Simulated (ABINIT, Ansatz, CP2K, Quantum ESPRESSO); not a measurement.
# Al: programs and potentials compared

```
Al
1.0
     4.49160    0.00000    0.00000
    -2.24580    3.88984    0.00000
     0.00000    0.00000    2.72260
Al
2
Direct
  0.31656 0.65768 0.01194
  0.66034 0.32091 0.97515
```

This isn't the form of Al at room conditions, which is fcc.

Atoms were shifted at random by some hundredths of an Å from the given cell, which wasn't relaxed again for these runs.

Alike in all runs: task single point; functional PBE; k mesh 7 × 7 × 10; occupations fermi-dirac, width 0.05 eV; no spin polarisation; no spin-orbit coupling. Pressure is positive in compression and, in plane waves, holds the error of the finite cutoff, which Ansatz's Pulay term estimates and takes out.

```csv
program and potentials,plane-wave cutoff (eV),notes,pressure (GPa),largest force (eV/Å),energy over the undisturbed cell (meV/atom)
"Quantum ESPRESSO, SSSP 1.3 efficiency PBE",748,-,1.63,0.381,1.71
"ABINIT, JTH PAW PBE v2.0",408,-,1.60,0.382,1.73
"Ansatz, Ansatz PAW (earlier soft set)",420,Pulay term of +0.02 GPa included,1.64,0.379,1.69
"CP2K, POTENTIAL_UZH Al GTH-PBE-q3; TZVP-MOLOPT-PBE-GTH basis",-,atomic basis,1.62,0.380,-
```

Force on atom 1 (Al), eV/Å:

```
                                      program and potentials      x       y      z
                   Quantum ESPRESSO, SSSP 1.3 efficiency PBE  0.349  -0.067  0.138
                                    ABINIT, JTH PAW PBE v2.0  0.350  -0.067  0.138
                       Ansatz, Ansatz PAW (earlier soft set)  0.347  -0.066  0.138
CP2K, POTENTIAL_UZH Al GTH-PBE-q3; TZVP-MOLOPT-PBE-GTH basis  0.346  -0.066  0.144
```

The pressure spans 1.60 (ABINIT, JTH PAW PBE v2.0) to 1.64 GPa (Ansatz, Ansatz PAW (earlier soft set)). Rows in atomic bases carry the error of their basis and grid, which can be large.

The functional is the same throughout but for its coding, so the spread measures potentials, basis and numerics; runs on potential files found faulty are left out.
